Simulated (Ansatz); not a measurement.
The system is Ir.

```
CELL_PARAMETERS angstrom
-0.02522 1.91902 1.93745
1.89197 0.01553 1.89671
1.92033 1.90664 -0.01283
ATOMIC_POSITIONS crystal
Ir 0.00000 0.00000 0.00000
```

The cell isn't the ideal one: cell strained at random at fixed volume.

- Program: Ansatz 0.2.0
- Task: relaxation of cell and atoms
- Functional: revPBE
- Dispersion: D4
- Potentials or basis: all-electron LAPW, scalar-relativistic
- Basis error allowed: 0.001 eV/atom
- k mesh: 9 × 9 × 9
- Occupations: fermi-dirac, width 0.05 eV
- Spin: non-collinear spin, random start
- Starting moments: [[0.087, -0.159, -0.187]] μB

At the start: volume 14.06 Å³/atom.

Q: Where does the relaxation end?

A: Over 4 steps the energy falls by 15.2 meV/atom and the volume is 13.98 Å³/atom (-0.6 %); space group Fm-3m (No. 225, to 0.05 Å); moment 0.00 μB per cell.

The path:
```tsv
step	energy change (eV)	largest force (eV/Å)	volume (Å³)
1	0.0000	0.0000	14.06
2	-0.0150	0.0000	14.00
3	-0.0152	0.0000	13.98
4	-0.0152	0.0000	13.98
```

Final structure:
```xyz
1
Lattice="0.0000 1.9117 1.9119 1.9118 0.0000 1.9119 1.9118 1.9117 0.0000" Properties=species:S:1:pos:R:3 pbc="T T T"
Ir    0.0000    0.0000    0.0000
```

Caveat: the starting moments weren't kept.
